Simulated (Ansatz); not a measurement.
Cohesive energies along group 16

All numbers below come from Ansatz 0.2.0, DFT, PBE0, plane waves (420 eV) with PAW, scalar-relativistic. (PAW data from PBE, frozen cores regenerated.)

The free atom is spin-polarised, without symmetry, in a box of 14 × 14.4 × 14.8 Å, in the lowest state that the tried spin starts reached (hybrids start from one state alone); no zero-point energy, no spin-orbit coupling, no dispersion.

The hybrid is evaluated at the semilocal geometry on a coarser k-mesh, and its energy is corrected by the semilocal functional's change from that mesh to the dense one.

**Question.** Rank by cohesive energy per atom, weakest first.
A. sulfur (alpha-S8 (Fddd))
B. selenium (trigonal (grey) selenium)
C. tellurium (trigonal tellurium)

**Answer.** C (2.15 eV), B (2.36 eV), A (2.84 eV).
